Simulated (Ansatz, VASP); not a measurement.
**One calculation of Be, two programs**

The input INCAR:

```
  ALGO = Fast
  EDIFF = 1E-7
  ENCUT = 520
  GGA = PS
  ISIF = 2
  ISMEAR = 0
  LASPH = True
  LCHARG = True
  LELF = True
  LREAL = False
  LVHAR = True
  LWAVE = False
  NBANDS = 9
  NELM = 100
  PREC = Accurate
  SIGMA = 0.15
```

The input KPOINTS:

```
k-points
0
Gamma
  24 24 14
```

The input POSCAR:

```
Be
1.0
    2.2995019849      0.0000000000      0.0000000000
   -1.1497509925      1.9914271350      0.0000000000
    0.0000000000      0.0000000000      3.6009000000
Be
2
Direct
    0.1826876006      0.3653752011      0.2500000000
    0.6666666667      0.3333333333      0.7500000000
```

Input for Ansatz:

```yaml
crystal:
  lattice:
    - [2.2995019849, 0.0, 0.0]
    - [-1.1497509925, 1.991427135, 0.0]
    - [0.0, 0.0, 3.6009]
  atoms:
    - { symbol: Be, position: [0.1826876006, 0.3653752011, 0.25] }
    - { symbol: Be, position: [0.6666666667, 0.3333333333, 0.75] }
basis:
  ecutwfc: 420
kpoints:
  mp_grid: { grid: [24, 24, 14] }
hamiltonian:
  xc: pbesol
scf:
  occupations: { method: gaussian, width: 0.15 }
output:
  forces: true
  stress: true
  eigenvalues: true
```

Alike in both runs: task single point; functional PBEsol; k mesh 24 × 24 × 14; occupations gaussian, width 0.15 eV; no spin polarisation.

```csv
,VASP,Ansatz
version,VASP 6.6.1,Ansatz 0.2.0
potentials or method,"VASP PAW PBE potentials, release 64 (Be)","scalar-relativistic, plane waves, PAW"
plane-wave cutoff (eV),520,420
valence electrons in the cell,4,4
```

Ansatz gave:

- gap on the k mesh at the Fermi level (eV): none
- pressure (GPa): -2.4
- largest component of the traceless stress (GPa): 11.71
- rms of the force components (eV/Å): 0.110

What did VASP give for the same quantities?

gap on the k mesh at the Fermi level (eV): none; pressure (GPa): -2.1; largest component of the traceless stress (GPa): 11.87; rms of the force components (eV/Å): 0.111.

Atom by atom the forces differ by 0.001 eV/Å (rms over components). A gap of «none» marks a metal or a gap that the smearing closes.

Caveats: the PAW data sets were made with another functional, which shifts forces and pressure a little (VASP).
